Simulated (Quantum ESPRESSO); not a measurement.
# CsSnBr3 in Quantum ESPRESSO: the effect of functional

The system is CsSnBr3.

```
Cs Sn Br
1.0
     5.83901    0.00000    0.00000
     0.00000    5.83901    0.00000
     0.00000    0.00000    5.83901
Cs Sn Br
1 1 3
Direct
  0.00000 0.00000 0.00000
  0.50000 0.50000 0.50000
  0.00000 0.50000 0.50000
  0.50000 0.50000 0.00000
  0.50000 0.00000 0.50000
```

The cell is a database's computed one.

Alike in all runs:

- Program: Quantum ESPRESSO 7.5
- Task: dielectric tensor
- Cutoff: 980 eV
- Density cutoff: 3918 eV
- k mesh: 4 × 4 × 4, shifted
- Occupations: fermi-dirac, width 0.05 eV
- Spin: no spin polarisation

| functional | potentials or basis | pressure (GPa) |
| --- | --- | --- |
| LDA | PseudoDojo 0.4.1 SR LDA standard | ? |
| PBEsol | PseudoDojo 0.4.1 SR PBEsol standard | -1.0 |
| WC | PseudoDojo 0.4.1 SR PBE standard | -0.8 |

Task: What does the run with functional LDA give?

Result: Pressure -2.1 GPa.

Caveats: the potentials were made for another functional, which shifts forces and pressure (some runs).

Runs at the PBE level aren't shown here.
